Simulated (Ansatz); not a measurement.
# Zone-centre phonons of HgTe at 40 GPa: input and output

Theory: DFT PBE, scalar-relativistic, plane waves, PAW (Ansatz).

Launched with:
```bash
ansatz run input.yaml --threads 1 --pin off --max-ram 3072MiB --backend cpu --events-out ev --progress --plain --runs-dir out
```

Input (bare energies are in eV):
```yaml
crystal:
  lattice:
    - [0.0, 2.9018323506, 2.9018323506]
    - [2.9018323506, 0.0, 2.9018323506]
    - [2.9018323506, 2.9018323506, 0.0]
  atoms:
    - { symbol: Hg, position: [0.0, 0.0, 0.0] }
    - { symbol: Te, position: [0.75, 0.75, 0.75] }
basis:
  ecutwfc: 420
kpoints:
  mp_grid: { grid: [12, 12, 12] }
hamiltonian:
  xc: pbe
scf:
  occupations: { method: fermi_dirac, width: 0.15 }
output:
  eigenvalues: true
phonons:
  method: dfpt
  eigenvectors: true
```

Results section of the output:
```
--- Phonons (Γ-DFPT): 2 representative perturbations + reference, on 163 of 1728 k-points (Σ response iterations 6) ---
  k mesh reduced under 8 symmetry operations, with k and −k counted as one. Each operation leaves every solved displacement unchanged or reverses it
  ASR residual: 1.052e-4 → 0.000e0 eV/Å²; symmetrization residual: 3.980e-5 eV/Å²
  ASR residual per site (eV/Å²): 7.56e-5 1.05e-4
  Γ frequencies (cm⁻¹): 0.00 0.00 0.00 215.54 215.54 215.54
  non-analytic LO–TO correction: not included (Born effective charges unavailable; polar crystals: no LO–TO splitting at Γ)
```

It took 70 s on 1 thread of Arm Neoverse V1, with other jobs on the host, peak memory 0.75 GiB.

With next to no gap, frequencies and elastic constants depend on the k mesh and the smearing, soft modes and shear constants most. Spin–orbit coupling is left out, which can shift energies with elements as heavy as these. Other phases may be more stable at this pressure.

On the mesh the filled and empty bands stay 0.11 eV apart, little enough for the smearing to populate both, so at this level the crystal is a narrow-gap semiconductor or semimetal, not an ordinary metal; spin–orbit coupling, left out, moves these levels but leaves zinc-blende mercury chalcogenides without a gap.